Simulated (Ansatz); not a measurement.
BeO (wurtzite)

```xyz
4
Lattice="2.7117 0.0000 0.0000 -1.3558 2.3484 0.0000 0.0000 0.0000 4.4043" Properties=species:S:1:pos:R:3 pbc="T T T"
Be     1.3558     0.7828     0.0066
Be     0.0000     1.5656     2.2087
O      1.3558     0.7828     2.7470
O      0.0000     1.5656     0.5449
```

This relaxed cell (volume V₀) is scaled evenly in all directions, its shape held. The atoms relax within the cell's symmetry.

Method: PBE (plane waves to 420 eV, PAW, scalar-relativistic; Ansatz, a program for electronic structure). k mesh 14×14×8 (Γ-centred), Fermi-Dirac smearing 0.05 eV. Energies are smeared free energies. With the shape held, the modulus is that of even scaling; a crystal free to change shape is softer. BeO was relaxed with its symmetry unable to fall. The PAW data are Ansatz's earlier set. ΔE is measured from the relaxed starting cell.

| V (Å³/atom) | ΔE (meV/atom) |
|---|---|
| 5.890 | 153.8 |
| 6.114 | 92.9 |
| 6.339 | 49.4 |
| 6.563 | 20.8 |
| 6.787 | 4.9 |
| 7.012 | 0.0 |
| 7.236 | 4.5 |
| 7.460 | 17.0 |
| 7.685 | 36.5 |
| 7.909 | 62.0 |
| 8.133 | 92.6 |

Q: What is the fitted pressure derivative B₀′?

A: 3.7.

Q: What bulk modulus at fixed cell shape B₀ follows from a third-order Birch-Murnaghan fit?

A: 209 GPa. Check by three points about V = 7.012 Å³/atom, step 0.224: d²E/dV² ≈ (4.9 − 2·0.0 + 4.5) meV / 0.224² = 0.187 eV/Å⁶, and V·d²E/dV² × 160.2 = 210 GPa.

(Under strain, the slope of the energy per volume gives the stress and its curvature an elastic modulus.)
